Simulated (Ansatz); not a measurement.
A relaxed cell of SiC is given with its symmetry left out. It comes from a database structure that was distorted and then relaxed.

All numbers below come from Ansatz 0.2.0, DFT PBE, scalar-relativistic, plane waves, PAW. Cutoff 420 eV, Γ-centred mesh, Gaussian smearing, no spin polarisation.

```
Si C
1.0
     3.09185    0.00000    0.00000
    -1.54593    2.67762    0.00000
     0.00000    0.00000    5.07431
Si C
2 2
Direct
  0.66667 0.33333 0.50458
  0.33333 0.66667 0.00458
  0.66667 0.33333 0.88042
  0.33333 0.66667 0.38042
```

The zero of energy is the elements' standard structures at the same level; no fitted shifts are applied.

Q: Find its symmetry and describe it.

A: P6_3mc (No. 186), the wurtzite type. Conventional cell: a = 3.092 Å, c = 5.074 Å. Si has 4 C at 1.89–1.91 Å; around C lie 4 Si at 1.89–1.91 Å.

Q: How far does it lie from the elements in energy?

A: −0.200 eV/atom. Whether it is stable depends on the other phases of the system, which aren't compared here.

Q: Is it a metal?

A: No, the gap on the 12×12×6 mesh is 2.31 eV.

The last run used a 12×12×6 mesh (in the run's order of axes) for its 4-atom cell and Gaussian smearing of 0.02 eV. Kohn–Sham gaps at this level usually fall short of measured ones. The reference form of C is held partly by dispersion forces, which this level lacks. A later test with randomly moved atoms came back to the same energy, though modes that don't fit the test's cell weren't probed.
